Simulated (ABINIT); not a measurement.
The system is Au.

```
Au
1.0
     2.90000    0.00000    0.00000
    -1.45000    2.51147    0.00000
     0.00000    0.00000    4.88000
Au
2
Direct
  0.66667 0.33333 0.25000
  0.33333 0.66667 0.75000
```

This isn't the form of Au at room conditions, which is fcc.

* Program: ABINIT 10.8.3 (patched build)
* Task: relaxation of cell and atoms
* Functional: LDA
* Potentials or basis: JTH PAW LDA v2.0
* Cutoff: 544 eV
* k mesh: 11 × 11 × 6
* Occupations: fermi-dirac, width 0.05 eV
* Spin: no spin polarisation

At the start: pressure -10.6 GPa; volume 17.77 Å³/atom.

Q: How do energy, volume and symmetry change on relaxing?

A: Over 8 steps the energy falls by 41.7 meV/atom and the volume is 16.61 Å³/atom (-6.5 %); space group P6_3/mmc (No. 194, to 0.05 Å).

The path:
| step | energy change (eV) | largest force (eV/Å) | pressure (GPa) | volume (Å³) |
| --- | --- | --- | --- | --- |
| 1 | 0.0000 | 0.0000 | -10.63 | 35.54 |
| 2 | -0.0598 | 0.0000 | -5.96 | 34.40 |
| 3 | -0.0821 | 0.0000 | 0.96 | 33.07 |
| 4 | -0.0827 | 0.0000 | -0.03 | 33.24 |
| 5 | -0.0829 | 0.0000 | -0.12 | 33.25 |
| 6 | -0.0834 | 0.0000 | -0.11 | 33.24 |
| 7 | -0.0834 | 0.0000 | -0.02 | 33.22 |
| 8 | -0.0834 | 0.0000 | 0.00 | 33.22 |

Final structure:
```
Au
1.0
     2.84640    0.00000    0.00000
    -1.42320    2.46505    0.00000
     0.00000    0.00000    4.73403
Au
2
Direct
  0.66667 0.33333 0.25000
  0.33333 0.66667 0.75000
```
